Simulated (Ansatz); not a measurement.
Equilibrium properties in the fcc structure, computed with PBE in Ansatz (plane waves, PAW datasets (generated soft set 1); cutoff 420 eV), no spin polarisation, no spin–orbit coupling, Fermi–Dirac smearing of 0.061 eV, k-spacing 0.06 Å⁻¹:

```tsv
crystal	a₀ (Å)	V₀ (Å³/atom)	B₀ (GPa)
Li	4.324	20.21	13.8
C	3.082	7.32	150
N	3.121	7.60	179
F	3.437	10.15	50
Mg	4.523	23.13	35
Al	4.040	16.49	78
```

**Question.** Give the same for Na, Si, P.

**Answer.** 
| crystal | a₀ (Å) | V₀ (Å³/atom) | B₀ (GPa) |
| --- | --- | --- | --- |
| Na | 5.292 | 37.06 | 7.7 |
| Si | 3.869 | 14.47 | 83 |
| P | 3.876 | 14.55 | 92 |

Model structures, not the usual forms at ambient conditions (metastable or hypothetical): Li, C, N, F, Na, Mg, Si, P. Spin polarisation is left out, and a magnetic state may lie lower for F.
